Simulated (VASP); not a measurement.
Input of a VASP 6.6.1 run:

POSCAR

```
AlP
1.0
    0.0000000000      2.7630028800      2.7630028800
    2.7630028800      0.0000000000      2.7630028800
    2.7630028800      2.7630028800      0.0000000000
Al P
1 1
Direct
    0.0000000000      0.0000000000      0.0000000000
    0.7500000000      0.7500000000      0.7500000000
```

INCAR.step1

```
  ALGO = Normal
  EDIFF = 1E-4
  ENCUT = 520
  GGA = PE
  ISMEAR = 0
  LASPH = T
  LCHARG = F
  LREAL = F
  LWAVE = T
  NBANDS = 11
  NELM = 100
  PREC = Accurate
  SIGMA = 0.02
```

INCAR.step2

```
  ALGO = Normal
  EDIFF = 1E-7
  ENCUT = 520
  ISIF = 2
  ISMEAR = 0
  ISTART = 1
  LASPH = T
  LCHARG = F
  LMIXTAU = T
  LREAL = F
  LWAVE = F
  METAGGA = R2SCAN
  NBANDS = 11
  NELM = 100
  PREC = Accurate
  SIGMA = 0.02
```

The input KPOINTS:

```
k-points
0
Gamma
  8 8 8
```

Potentials or basis: VASP PAW PBE potentials, release 64 (Al, P).

The run is started by

```bash
$ cat potpaw_PBE.64/Al/POTCAR potpaw_PBE.64/P/POTCAR > POTCAR
$ cp INCAR.step1 INCAR
$ mpirun -np 1 vasp_std > vasp.out
$ cp INCAR.step2 INCAR
$ mpirun -np 1 vasp_std > vasp.out
```

Question: What does it give for the pressure?

Answer: -2.5 GPa.

Question: What does it give for the band gap on the k mesh?

Answer: 1.97 eV, indirect (least direct gap 3.67 eV).

Caveat: the PAW data sets were made with another functional, which shifts forces and pressure a little. A k mesh can miss the band edges.
